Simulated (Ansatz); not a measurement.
Stress against strain in MoS2

```xyz
3
Lattice="1.5815 0.9131 6.1233 -1.5815 0.9131 6.1233 0.0000 -1.8262 6.1233" Properties=species:S:1:pos:R:3 pbc="T T T"
Mo    0.0000    0.0000    0.0000
S     0.0000    0.0000   13.7481
S     0.0000    0.0000   10.7446
```

Atom numbers follow the list: Mo1, S2, S3.

The cell comes from COD entry 9007661, which wasn't checked; take it as a given geometry.

Method: Ansatz 0.2.0, DFT, PBE, all-electron LAPW, scalar-relativistic.

Numerical set-up: a Γ-centred 13×13×13 k mesh, Fermi–Dirac smearing of 0.05 eV, basis error target 0.5 meV/atom, no spin polarisation.

The strain is applied along the Cartesian axes of the cell as listed (γ is the engineering shear, twice εxy = εyz = εzx). Fractional coordinates are held (clamped ions).

σ is the change of stress from the unstrained cell, which is at 9.29 GPa; tension is positive, so slopes are stress–strain coefficients at that pressure.

Only quantities that a quadratic follows smoothly over the whole series are listed; rougher ones are left out.

```
      γ  σxy (GPa)  σyz (GPa)
-0.0300      -2.85      -4.76
 0.0000       0.00       0.00
 0.0100       0.90       1.53
 0.0200       1.78       3.04
```

Q: Fit the series and read off the stiffness at zero strain.

A: Least-squares fits y = p0 + p1 x + p2 x² to the rows give σxy (GPa): p1 = 91.4, p2 = -120; σyz (GPa): p1 = 155, p2 = -130.

Q: One run, at γ = -0.0100, is withheld. Predict its row.

A: The fits give -0.93, -1.56; the run gave -0.93, -1.56.
